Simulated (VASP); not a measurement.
## A VASP 6.6.1 single-point calculation on SnTe

INCAR

```
EDIFF = 1E-7
ISIF = 2
SIGMA = 0.02
ISYM = -1
NELM = 120
GGA = PE
LWAVE = .FALSE.
LCHARG = .FALSE.
IBRION = -1
LREAL = .FALSE.
PREC = Accurate
NSW = 0
NBANDS = 17
LASPH = .TRUE.
ISMEAR = -1
ENCUT = 300
```

KPOINTS

```
KPOINTS created by Atomic Simulation Environment
0
Gamma
4 4 4
0 0 0
```

POSCAR

```
Sn Te
 1.0000000000000000
     0.0000000000000000    3.1893303423607891    3.1893303423607891
     3.1893303423607891    0.0000000000000000    3.1893303423607891
     3.1893303423607891    3.1893303423607891   -0.0000000000000000
 Sn  Te
   1   1
Cartesian
 -0.0000000000000000  0.0000000000000000 -0.0000000000000000
  3.1893303423607891  3.1893303423607891  3.1893303423607891
```

The recommended PBE PAW datasets give the neutral cell 20 valence electrons.

Command

```
mpirun -np 1 vasp_std
```

Question: How does this run end, and what does it give?

Answer: It converged. Results: gap between bands v and c on the k mesh 0.01 eV; least direct gap on the k mesh 0.01 eV; pressure 0.2 GPa. Band v is the last that the valence electrons fill when counted band by band, and c is the next.

OSZICAR

```
N       E                     dE             d eps       ncg     rms          rms(c)
DAV:   1     0.102587376007E+03    0.10259E+03   -0.71530E+03  2201   0.937E+02
DAV:   2     0.674765304649E+00   -0.10191E+03   -0.99406E+02  2478   0.252E+02
DAV:   3    -0.741211854463E+01   -0.80869E+01   -0.80593E+01  2585   0.734E+01
DAV:   4    -0.760908107903E+01   -0.19696E+00   -0.19685E+00  2745   0.122E+01
DAV:   5    -0.761669278058E+01   -0.76117E-02   -0.76114E-02  3024   0.215E+00    0.460E+00
DAV:   6    -0.755445091706E+01    0.62242E-01   -0.14591E-01  3056   0.226E+00    0.320E+00
DAV:   7    -0.755464529061E+01   -0.19437E-03   -0.51267E-02  2723   0.104E+00    0.106E+00
DAV:   8    -0.755477685380E+01   -0.13156E-03   -0.70007E-03  2627   0.599E-01    0.205E-01
DAV:   9    -0.755490288592E+01   -0.12603E-03   -0.72571E-04  3010   0.210E-01    0.818E-02
DAV:  10    -0.755487767139E+01    0.25215E-04   -0.16000E-04  2963   0.100E-01    0.142E-02
DAV:  11    -0.755488305116E+01   -0.53798E-05   -0.46940E-05  2831   0.470E-02    0.256E-02
DAV:  12    -0.755488163966E+01    0.14115E-05   -0.53262E-06  2735   0.159E-02    0.579E-03
DAV:  13    -0.755488101401E+01    0.62564E-06   -0.69318E-07  2866   0.621E-03    0.771E-03
DAV:  14    -0.755488134682E+01   -0.33281E-06   -0.37846E-08  1556   0.104E-03    0.585E-04
DAV:  15    -0.755488137368E+01   -0.26852E-07   -0.57240E-09  1283   0.468E-04
   1 F= -.75548814E+01 E0= -.75531701E+01  d E =-.342251E-02
```

Standard output (part)

```
POSCAR found type information on POSCAR SnTe
 POSCAR found :  2 types and       2 ions
 LDA part: xc-table for (Slater+PW92), standard interpolation
 POSCAR, INCAR and KPOINTS ok, starting setup
 WAVECAR not read
 entering main loop
```

For comparison, a separate PBE run of the intended cell, on usual settings and not on those above, gives a gap of 0.01 eV on its mesh and a pressure of 0.6 GPa.
